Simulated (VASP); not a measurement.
Input of a VASP 6.6.1 run:

The input INCAR:

```
  ALGO = Normal
  EDIFF = 1E-6
  ENCUT = 520
  GGA = PS
  ISIF = 2
  ISMEAR = 0
  LASPH = True
  LCHARG = False
  LREAL = False
  LWAVE = False
  NBANDS = 11
  NELM = 100
  PREC = Accurate
  SIGMA = 0.1
```

Contents of KPOINTS:

```
k-points
0
Gamma
  12 12 12
```

Contents of POSCAR:

```
Ba
1.0
    4.0485693064      0.0000000000      0.0000000000
    0.0000000000      4.0485693064      0.0000000000
    0.0000000000      0.0000000000      4.0485693064
Ba
1
Direct
    0.0000000000      0.0000000000      0.0000000000
```

Potentials or basis: VASP PAW PBE potentials, release 64 (Ba_sv).

Launch:

```sh
$ cat potpaw_PBE.64/Ba_sv/POTCAR > POTCAR
$ mpirun -np 1 vasp_std > vasp.out
```

(1) What does it give for the pressure?

(2) Estimate the band gap on the k mesh.

Answers

(1) -1.0 GPa.

(2) none (metal or under the smearing width).

Caveat: the PAW data sets were made with another functional, which shifts forces and pressure a little.
